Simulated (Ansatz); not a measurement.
A plane-wave DFT run in Ansatz 0.2.0 (scalar-relativistic PAW potentials unless the input names others): input and command.

```yaml
crystal:
  lattice:
    - [-1.4393168801, 1.4755302431, 1.3408240156]
    - [1.5117436061, -1.4755302431, 1.4182893534]
    - [1.4393168801, 1.4755302431, -1.3408240156]
  atoms:
    - { symbol: Cu, position: [0.0, 0.0, 0.0] }
basis:
  ecutwfc: 30
kpoints:
  mp_grid: { grid: [30, 30, 30] }
hamiltonian:
  xc: pbe
scf:
  occupations: { method: gaussian, width: 0.15 }
  max_iter: 80
output:
  forces: true
  eigenvalues: true
  stress: true
```

```bash
ansatz run input.yaml --threads 1 --pin off --max-ram 2560MiB --backend cpu --events-out ev --progress --plain --runs-dir out
```

Q: Will this input run?

A: The program refuses it, because of a cutoff far too low (basis.ecutwfc: 420 → 30). With the sound run's settings it is accepted.

Abridged log:
```
Error: inconsistent input (basis.ecutwfc, kpoints): the smallest per-k basis holds n_pw = 1 plane waves (k-point 0, counted from 0 among those solved) but the deck needs at least 11 band(s) per channel, and no run solves more bands than the smallest per-k basis has plane waves; raise basis.ecutwfc until the smallest per-k basis, which caps the automatic band count, holds at least 11 plane waves
```